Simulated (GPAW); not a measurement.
The system is CoO.

```
Co O
1.0
     2.57053    0.00000    0.00000
     0.00000    2.57053    0.00000
     0.00000    0.00000    2.57053
Co O
1 1
Cartesian
  0.0000 0.0000 0.0000
  1.2853 1.2853 1.2853
```

Measurements of this composition are mostly on another form, of space group No. 225.

Base run:

```yaml
Program: GPAW 26.7.0
Functional: PBE
Potentials_or_basis: GPAW PAW data sets (gpaw-data 1.2.1)
Cutoff: 600 eV
Basis: pw
k_mesh: 7 × 7 × 7
Occupations: gaussian, width 0.05 eV
Spin: no spin polarisation
Hubbard_terms: Co d U = 2 eV
```

Its results: pressure -7.7 GPa.

Problem. The run is repeated on the same cell with these changes: spin from no spin polarisation to collinear spin, random start; fixed moment from none to -2.64 μB. What comes out?

Solution. Pressure 13.3 GPa; site moments Co -2.38; O -0.14 μB.

Caveats: the cutoff is short for stress and forces, so pressures can be off by a GPa or more; an odd number of electrons without spin polarisation forces a metal (some runs); a magnetic or distorted state may lie lower (some runs); U without spin polarisation on a metal has little footing (some runs); the total moment is fixed, so each spin has its own Fermi level (some runs); a cell with one magnetic atom can't hold antiferromagnetic order, which such compounds often take (some runs).
